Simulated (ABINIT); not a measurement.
Runs of ABINIT 10.8.3 (patched build) on BN. The structure is hexagonal, space group P6_3mc (No. 186). Conventional cell: a = 2.554 Å, b = 2.554 Å, c = 4.227 Å, α = 90.00°, β = 90.00°, γ = 120.00°. N (site symmetry 3m) has 4 B at 1.57 to 1.58 Å as nearest neighbours. B (site symmetry 3m) has 4 N at 1.57 to 1.58 Å as nearest neighbours. Measurements of this composition are mostly on another form, of space group No. 194.

```csv
level,potentials or basis,cutoff (eV),fine-grid cutoff,gap on the mesh (eV),pressure (GPa),largest force (eV/Å)
PBE,JTH PAW PBE v2.0,707,1306.15 eV,5.19,-0.1,0.02
LDA,JTH PAW PBE v2.0,844,1442.2 eV,4.97,-13.2,0.02
revPBE,JTH PAW PBE v2.0,844,1442.2 eV,5.24,(c),0.01
PBE,JTH PAW PBE v2.0,844,1442.2 eV,5.19,-0.2,0.01
AM05,JTH PAW PBE v2.0,844,1442.2 eV,4.98,(d),0.01
WC,JTH PAW PBE v2.0,844,1442.2 eV,5.02,-5.9,0.01
r2SCAN,JTH PAW PBE v2.0,844,1442.2 eV,5.71,-2.3,0.04
BLYP,JTH PAW PBE v2.0,844,1442.2 eV,5.58,6.2,0.03
PBE,SPMS NC PBE v1.0,952,-,5.27,-2.1,0.02
PBE,PseudoDojo NC SR PBE v0.4.1 standard,1143,-,5.27,-0.4,0.01
PW91,JTH PAW PBE v2.0,844,1442.2 eV,5.24,-1.1,0.02
SCAN,JTH PAW PBE v2.0,844,1442.2 eV,5.70,(a),(b)
```

Alike in all rows: task band structure; no spin polarisation; cell as given; k mesh 12 × 12 × 6; smearing fermi-dirac 0.05 eV.

Q: Fill in the values left out.

A: (a) -4.5; (b) 0.11; (c) 4.1; (d) -6.4.

Caveats: the PAW data sets were made with another functional, which shifts forces and pressure a little (some runs).

